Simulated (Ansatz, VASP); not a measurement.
BeH3: VASP beside Ansatz

```
Be H
1.0
     2.57004    0.00000    0.00000
     0.00000    2.57004    0.00000
     0.00000    0.00000    2.57004
Be H
1 3
Direct
  0.00000 0.00000 0.00000
  0.00000 0.50000 0.50000
  0.50000 0.00000 0.50000
  0.50000 0.50000 0.00000
```

Alike in both runs: functional PBE; k mesh 6 × 6 × 6; occupations gaussian, width 0.1 eV; no spin polarisation.

Ansatz relaxed the structure, and its values are those at the end. VASP's run is a single point on that final structure, the one shown.

```csv
,VASP,Ansatz
version,VASP 6.6.1,Ansatz 0.2.0
potentials or method,"VASP PAW PBE potentials, release 64 (Be, H)","scalar-relativistic, plane waves, PAW"
plane-wave cutoff (eV),520,420
valence electrons in the cell,5,5
```

```csv
,VASP,Ansatz,Ansatz less VASP
gap on the k mesh at the Fermi level (eV),none,none,-
pressure (GPa),-0.4,-0.3,+0.12
```

A gap of «none» marks a metal or a gap that the smearing closes.

Caveats: the k mesh is coarse (spacing up to 0.41 Å⁻¹), so the values aren't converged.
